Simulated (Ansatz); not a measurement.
The system is CoO.

```xyz
2
Lattice="1.6022 0.9250 2.5665 -1.6022 0.9250 2.5665 0.0000 -1.8501 2.5665" Properties=species:S:1:pos:R:3 pbc="T T T"
Co    0.0000    0.0000    7.6915
O     0.0000    0.0000    5.7824
```

Measurements of this composition are mostly on another form, of space group No. 225.

Base run:

| Item | Value |
| --- | --- |
| Program | Ansatz 0.2.0 |
| Functional | PBEsol |
| Potentials or basis | all-electron LAPW, non-relativistic |
| Cutoff | 456 eV |
| Density cutoff | 1823 eV |
| Basis error allowed | 0.001 eV/atom |
| k mesh | 10 × 10 × 10 |
| Occupations | fermi-dirac, width 0.05 eV |
| Spin | collinear spin, ferromagnetic start |
| Starting moments | [2.0, 0.0] μB |

Its results: pressure -6.5 GPa; net moment 2.76 μB per cell; site moments Co +2.34; O +0.33 μB; largest force 0.232 eV/Å.

**Question.** The run is repeated on the same cell with these changes: potentials or basis from all-electron LAPW, non-relativistic to all-electron PAW datasets made for the crystal. What comes out?

**Answer.** Pressure -7.9 GPa; net moment 2.78 μB per cell; site moments Co +2.23; O +0.32 μB; largest force 0.215 eV/Å.

Caveats: a cell with one magnetic atom can't hold antiferromagnetic order, which such compounds often take.

Not every run made on this cell is shown here.
